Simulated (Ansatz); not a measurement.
**Rutile GeO2**

Computed with PBE in Ansatz (plane waves, PAW).

Settings: plane-wave cutoff 520 eV, 8×8×12 k mesh (along the axes of the cell as run), Fermi–Dirac smearing 0.01 eV, scalar-relativistic PAW data made under PBE.

Cell: measured lattice: a = b = 4.397 Å, c = 2.863 Å, α = β = γ = 90.00°.

For rutile GeO2, the band gap is 1.91 eV (direct).

Measured, for comparison: band gap 4.68 eV (temperature not stated, no zero-point or thermal correction, direct (forbidden), UV absorption; as tabulated in Mengle et al. (2019), arXiv:1905.10301).

Note: cell and atoms aren't relaxed at this level (largest force component 0.05 eV/Å, pressure 13.3 GPa).

Spin–orbit coupling is not included.

Computed values are for the static lattice.

Ansatz is a quantum-chemistry and plane-wave program.
